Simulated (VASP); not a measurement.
# NCClH2 in VASP: further runs, part 2 of 2

VASP 6.6.1. Earlier steps stand in the parts before.

**4. Single point, RPBE**

Input file INCAR:

```
SYSTEM = H2CNCl
PREC = Accurate ; ENCUT = 520
EDIFF = 1E-7 ; ISMEAR = 0
SIGMA = 0.01 ; LREAL = .FALSE.
LASPH = .TRUE. ; NELM = 60
ALGO = Normal ; ISIF = 2
LWAVE = .FALSE. ; LCHARG = .FALSE.
GGA = RP
```

Input file KPOINTS:

```
Automatic mesh
0
G
  1 1 1
  0 0 0
```

Input file POSCAR:

```
H2CNCl
1.0
   12.0000000000      0.0000000000      0.0000000000
    0.0000000000     11.0000000000      0.0000000000
    0.0000000000      0.0000000000     11.0000000000
N C Cl H
1 1 1 2
Cartesian
    5.2019499600      4.7114500400      5.1568999900
    6.1976499600      5.3660500300      5.5256999600
    7.4698500000      4.6195499900      6.4281000300
    4.5561500400      5.3062499600      4.6398999900
    6.4080500400      6.4224499900      5.3535000200
```

Potentials or basis: VASP PAW PBE potentials, release 64 (N, C, Cl, H).

Run with:

```bash
cat potpaw_PBE.64/N/POTCAR potpaw_PBE.64/C/POTCAR potpaw_PBE.64/Cl/POTCAR potpaw_PBE.64/H/POTCAR > POTCAR
mpirun -np 1 vasp_gam > vasp.out
```

OUTCAR:

```text
SYSTEM = H2CNCl
   PREC = Accurate
   ENCUT = 520
   EDIFF = 1E-7
   ISMEAR = 0
   LREAL = .FALSE.
   LASPH = .TRUE.
   NELM = 60
   ISIF = 2
   GGA = RP

 ion  position               nearest neighbor table
   1  0.433  0.428  0.469-   4 1.02   2 1.25
   2  0.516  0.488  0.502-   5 1.09   1 1.25   3 1.73
   3  0.622  0.420  0.584-   2 1.73
   4  0.380  0.482  0.422-   1 1.02
   5  0.534  0.584  0.487-   2 1.09

  LATTYP: Found a simple tetragonal cell.
 ALAT       =    11.0000000000
 C/A-ratio  =     1.0909090909

  Lattice vectors:

 A1 = (   0.0000000000,  11.0000000000,   0.0000000000)
 A2 = (   0.0000000000,   0.0000000000,  11.0000000000)
 A3 = (  12.0000000000,   0.0000000000,   0.0000000000)

Analysis of symmetry for initial positions (statically):
=====================================================================
 Subroutine PRICEL returns:
 Original cell was already a primitive cell.

 Routine SETGRP: Setting up the symmetry group for a
 simple tetragonal supercell.

 Subroutine GETGRP returns: Found  1 space group operations
 (whereof  1 operations were pure point group operations)
 out of a pool of 16 trial point group operations.

The static configuration has the point symmetry C_1 .

Analysis of symmetry for dynamics (positions and initial velocities):
=====================================================================
 Subroutine PRICEL returns:
 Original cell was already a primitive cell.

 Routine SETGRP: Setting up the symmetry group for a
 simple tetragonal supercell.

 Subroutine GETGRP returns: Found  1 space group operations
 (whereof  1 operations were pure point group operations)
 out of a pool of 16 trial point group operations.

[... 102 lines left out ...]
     AMIX_MAG =   1.60;   BMIX_MAG =  1.00
  volume/ion in A,a.u.               =     290.40      1959.72
  Fermi-wavevector in a.u.,A,eV,Ry     =   0.378887  0.715993  1.953193  0.143556
  Thomas-Fermi vector in A             =   1.312529
   LORBIT       =      0    0 simple, 1 ext, 2 COOP (PROOUT), +10 PAW based schemes
   GGA     = RP    functional components
   LHFCALC =     F    Hartree Fock is set to
   AEXX    =    0.0000 exact exchange contribution
   IVDW    =     0    specifies the selected vdW correction
   LEPSILON=     F    determine dielectric tensor
   LRPA    =     F    only Hartree local field effects (RPA)
 non-spin polarized calculation
 Gauss-broadening in eV      SIGMA  =   0.01
  energy-cutoff  :      520.00
  volume of cell :     1452.00
 maximum number of plane-waves:     19579
 NGX is ok and might be reduce to    90
   NGX = 45   NGY = 41   NGZ = 41

 number of electron      17.9999997 magnetization

 Free energy of the ion-electron system (eV)
  ---------------------------------------------------
  ext. energy  EPLUGINS =         0.00000000
  ---------------------------------------------------
  free energy    TOTEN  =       -25.70780628 eV

  energy without entropy =      -25.70780628  energy(sigma->0) =      -25.70780628

 E-fermi :  -6.7177     XC(G=0):  -0.7890

 val. band max:       -6.7973083145   @ k =   0.0000   0.0000   0.0000
 cond. band min:      -1.6422588386   @ k =   0.0000   0.0000   0.0000
 fundamental gap:      5.1550494759
 Fermi energy:        -6.7177247906

 k-point     1 :       0.0000    0.0000    0.0000
  band No.  band energies     occupation
      1     -23.6176      2.00000
      2     -21.0283      2.00000
      3     -14.9011      2.00000
      4     -13.1560      2.00000
      5     -10.8086      2.00000
      6      -9.6162      2.00000
      7      -7.5934      2.00000
      8      -7.2451      2.00000
      9      -6.7973      2.00000
     10      -1.6423      0.00000
     11      -0.5907      0.00000
     12      -0.2143      0.00000
     13       0.3114      0.00000

------------------------ aborting loop because EDIFF is reached ----------------------------------------

  FORCE on cell =-STRESS in cart. coord.  units (eV):
  Direction    XX          YY          ZZ          XY          YZ          ZX
  --------------------------------------------------------------------------------------
  -------------------------------------------------------------------------------------
  Total        1.8166405      0.9150626      0.4545139      0.4094503     -0.0486984      0.9222215
  in kB        2.0045319      1.0097057      0.5015233      0.4517989     -0.0537351      1.0176049
  external PRESSURE =       1.1719203 kB  Pullay stress =       0.0000000 kB

 VOLUME and BASIS-vectors are now :
 -----------------------------------------------------------------------------
  energy-cutoff  :      520.00
  volume of cell :     1452.00
      direct lattice vectors                 reciprocal lattice vectors
    12.000000000  0.000000000  0.000000000     0.083333333  0.000000000  0.000000000
     0.000000000 11.000000000  0.000000000     0.000000000  0.090909091  0.000000000
     0.000000000  0.000000000 11.000000000     0.000000000  0.000000000  0.090909091

 POSITION                                       TOTAL-FORCE (eV/Angst)
 -----------------------------------------------------------------------------------
      5.20195      4.71145      5.15690        -0.923273     -0.891090     -0.264988
      6.19765      5.36605      5.52570         0.734435      0.627478      0.232273
      7.46985      4.61955      6.42810         0.386940     -0.188976      0.264348
      4.55615      5.30625      4.63990        -0.275454      0.176736     -0.199441
      6.40805      6.42245      5.35350         0.077353      0.275852     -0.032192
 -----------------------------------------------------------------------------------
    total drift:                                0.000252     -0.000282      0.000192

  FREE ENERGIE OF THE ION-ELECTRON SYSTEM (eV)
  ---------------------------------------------------
  free  energy   TOTEN  =       -25.7078062803 eV

  energy  without entropy=      -25.7078062803  energy(sigma->0) =      -25.70780628
```

OSZICAR:

```text
N       E                     dE             d eps       ncg     rms          rms(c)
DAV:   1     0.103995572043E+03    0.10400E+03   -0.53544E+03    42   0.808E+02
DAV:   2    -0.593640553087E+01   -0.10993E+03   -0.10935E+03    52   0.151E+02
DAV:   3    -0.267607817464E+02   -0.20824E+02   -0.20790E+02    26   0.732E+01
[... 18 lines left out ...]
DAV:  22    -0.257078050140E+02   -0.25220E-05   -0.41631E-08    23   0.104E-03    0.122E-04
DAV:  23    -0.257078058181E+02   -0.80412E-06   -0.33337E-08    23   0.820E-04    0.113E-04
DAV:  24    -0.257078060759E+02   -0.25776E-06   -0.65249E-09    23   0.485E-04    0.628E-05
DAV:  25    -0.257078062283E+02   -0.15239E-06   -0.86523E-09    18   0.426E-04    0.414E-05
DAV:  26    -0.257078062803E+02   -0.52003E-07   -0.26803E-10    23   0.274E-04
   1 F= -.25707806E+02 E0= -.25707806E+02  d E =-.175882E-29
```

stdout:

```text
POSCAR found type information on POSCAR N C ClH
 POSCAR found :  4 types and       5 ions
 scaLAPACK will be used
 -----------------------------------------------------------------------------
|                                                                             |
|                                                                             |
|     You enforced a specific xc type in the INCAR file but a different       |
|     I HOPE YOU KNOW WHAT YOU ARE DOING!                                     |
|                                                                             |
 -----------------------------------------------------------------------------

 LDA part: xc-table for (Slater+PW92), standard interpolation
 POSCAR, INCAR and KPOINTS ok, starting setup
 FFT: planning ... GRIDC
 FFT: planning ... GRID_SOFT
 FFT: planning ... GRID
 WAVECAR not read
 entering main loop
```

It took 93 s on 1 thread of Intel Xeon Platinum 8488C (Sapphire Rapids), shared host; peak memory 1.1 GiB.

What came out:

| Item | Value |
| --- | --- |
| Free energy | -25.7078 eV |
| Largest force | 1.310 eV/Å |
| Gap between the frontier levels | 5.15 eV |

Forces in eV/Å, atoms in the order of the input:
```
N   -0.923 -0.891 -0.265
C    0.734  0.627  0.232
Cl   0.387 -0.189  0.264
H   -0.275  0.177 -0.199
H    0.077  0.276 -0.032
```

Caveat: the standard files for N, O and F lose accuracy on very short bonds; the PAW data sets were made with another functional, which shifts forces and pressure a little. Expect the measured gap to be larger: semilocal functionals such as RPBE lack the derivative discontinuity.

**5. Single point, RPBE+D4**

Input file INCAR:

```
  PREC = Accurate
  ENCUT = 400
  EDIFF = 1E-6
  ISMEAR = 0
  SIGMA = 0.01
  LREAL = False
  LASPH = True
  NELM = 60
  ALGO = Normal
  ISIF = 2
  LWAVE = False
  LCHARG = False
  GGA = RP
  IVDW = 13
```

Input file KPOINTS:

```
Automatic mesh
0
Gamma
  1 1 1
```

Input file POSCAR:

```
H2CNCl
1.0
   12.0000000000      0.0000000000      0.0000000000
    0.0000000000     11.0000000000      0.0000000000
    0.0000000000      0.0000000000     11.0000000000
N C Cl H
1 1 1 2
Direct
    0.4334958300      0.4283136400      0.4688090900
    0.5164708300      0.4878227300      0.5023363600
    0.6224875000      0.4199590900      0.5843727300
    0.3796791700      0.4823863600      0.4218090900
    0.5340041700      0.5838590900      0.4866818200
```

Potentials or basis: VASP PAW PBE potentials, release 64 (N_s, C_s, Cl, H_s).

Run with:

```bash
cat potpaw_PBE.64/N_s/POTCAR potpaw_PBE.64/C_s/POTCAR potpaw_PBE.64/Cl/POTCAR potpaw_PBE.64/H_s/POTCAR > POTCAR
mpirun -np 1 vasp_gam > vasp.out
```

Run time: 52 s. Hardware: 1 thread of Intel Xeon Platinum 8488C (Sapphire Rapids), shared host; peak memory 0.78 GiB.

It converged, with:

```
Free energy                     : -25.7562 eV
Largest force                   : 2.282 eV/Å
Gap between the frontier levels : 5.09 eV
Dispersion energy per atom      : -0.062 eV
```

Forces in eV/Å, atoms in the order of the input:
```
N   -1.543 -1.632 -0.404
C    1.683  1.173  0.604
Cl   0.345 -0.176  0.238
H   -0.577  0.350 -0.412
H    0.092  0.284 -0.026
```

Levels at points of the mesh, in eV from the valence-band top:
```
           k point  band 5  band 6  band 7  band 8  band 9  band 10  band 11  band 12  band 13
(0.00, 0.00, 0.00)   -4.05   -2.88   -0.84   -0.50    0.00     5.09     6.16     6.54     7.06
```

Caveat: the standard files for N, O and F lose accuracy on very short bonds; the PAW data sets were made with another functional, which shifts forces and pressure a little.

**6. Overview**

```tsv
task	level	potentials or basis	cutoff (eV)	gap on the mesh (eV)	largest force (eV/Å)
electron localisation function	PBE	VASP PAW PBE potentials, release 64 (N, C, Cl, H)	520	5.10	0.90
single point	optB88-vdW	VASP PAW PBE potentials, release 64 (N, C, Cl, H)	520	5.14	0.65
single point	RPBE	VASP PAW PBE potentials, release 64 (N, C, Cl, H)	520	5.15	1.31
single point	RPBE+D4	VASP PAW PBE potentials, release 64 (N_s, C_s, Cl, H_s)	400	5.09	2.28
```

Alike in all rows: no spin polarisation; cell as given; k mesh 1 × 1 × 1; smearing gaussian 0.01 eV.

Caveats: the standard files for N, O and F lose accuracy on very short bonds; the PAW data sets were made with another functional, which shifts forces and pressure a little (some runs).

Total energies depend on the potentials used, so only differences within one code and one set of settings carry meaning.
